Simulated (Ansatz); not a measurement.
A single-point calculation of CaO (rocksalt) with Ansatz 0.2.0, at the level r2SCAN. The cell was relaxed with r2SCAN and then strained (isotropic +1.0 % on every length), with the atoms relaxed again with r2SCAN; k points keep the names of the unstrained zone.

The input:
```yaml
crystal:
  lattice:
    - [0.0, 2.4215256273, 2.4215256273]
    - [2.4215256273, 0.0, 2.4215256273]
    - [2.4215256273, 2.4215256273, 0.0]
  atoms:
    - { symbol: Ca, position: [0.0, 0.0, 0.0] }
    - { symbol: O, position: [0.5, 0.5, 0.5] }
kpoints:
  mp_grid: { grid: [10, 10, 10] }
  band_path:
    path:
      - [0.0, 0.0, 0.0]
      - [0.5, 0.0, 0.5]
      - [0.625, 0.25, 0.625]
      - [0.375, 0.375, 0.75]
      - [0.5, 0.5, 0.5]
      - [0.5, 0.25, 0.75]
      - [0.0, 0.5, 0.5]
    npoints: 1
hamiltonian:
  xc: r2scan
scf:
  occupations: { method: fixed }
  n_extra_bands: 4
output:
  forces: true
  stress: true
  eigenvalues: true
```

Run as `ansatz run input.yaml --threads 2 --pin off --max-ram 2211MiB --backend cpu --events-out ev --progress --plain --runs-dir out`.

Abridged output:
```
Pseudopotential: Ca, paw, valence charge 10, recommended cutoff 500 eV (meta_gga)
Pseudopotential: O, paw, valence charge 6, recommended cutoff 500 eV (meta_gga)
Functional definition: r2SCAN
Crystal: 2 atoms, lattice volume = 28.399 Å³
Basis set: ecut = 500 eV, 725 PW (Γ)
Bands: 12, of which v1, the nominal top of the filled ones, is band 8 counted from 1 (7 counted from 0)
Symmetry: 48 space group operations
Space group: Fm-3m (ITA 225)
k-points: 47 of 1000
preconditioner: auto → none  [insulator: Δε(μ)=4.471 eV  ℏωp=26.1 eV]
SCF converged after 6 iterations
Free energy (F): -2394.085451 eV
Fermi energy:    7.105213 eV
--- Stress (GPa, compression-positive) ---
       -3.288530       0.000000       0.000000
        0.000000      -3.288530       0.000000
        0.000000       0.000000      -3.288530
  P = ⅓ Tr σ = -3.2885 GPa (-32.885 kbar)
```

The file bands.tsv (bands near the Fermi energy, numbered from 0, rounded):
```tsv
# k_distance	band_3	band_4	band_5	band_6	band_7	band_8	band_9	band_10	band_11
# fermi_ev = 7.105213
# [0, 0, 0] at k_distance = 0.000000
# [0.5, 0, 0.5] at k_distance = 1.297361
# [0.625, 0.25, 0.625] at k_distance = 1.756047
# [0.375, 0.375, 0.75] at k_distance = 2.550515
# [0.5, 0.5, 0.5] at k_distance = 3.344983
# [0.5, 0.25, 0.75] at k_distance = 4.262356
# [0, 0.5, 0.5] at k_distance = 5.712850
# levels_relative_to = fermi_ev
0.000	-19.062	-16.425	0.000	0.000	0.000	5.243	6.793	6.793	6.793
1.297	-19.270	-16.206	-1.312	-0.381	-0.381	4.204	8.606	9.518	10.059
1.756	-19.212	-15.837	-1.296	-1.206	-0.761	5.676	8.539	9.125	9.583
2.551	-19.212	-15.837	-1.296	-1.206	-0.761	5.676	8.539	9.125	9.583
3.345	-19.109	-15.259	-2.547	-1.142	-1.142	7.584	8.905	8.905	9.031
4.262	-19.440	-15.819	-1.240	-1.047	-1.047	6.855	6.855	8.957	10.065
5.713	-19.270	-16.206	-1.312	-0.381	-0.381	4.204	8.606	9.518	10.059
```
In order the rows are Γ, X, U, K, L, W, X.

r2SCAN gives an indirect gap of 4.20 eV, from Γ to X; the least direct gap is 4.59 eV at X. Edges are sought over the mesh and the listed points. At this geometry r2SCAN finds -3.29 GPa, compression counted positive: its own equilibrium volume is smaller.

No spin polarisation and no zero-point or thermal motion.
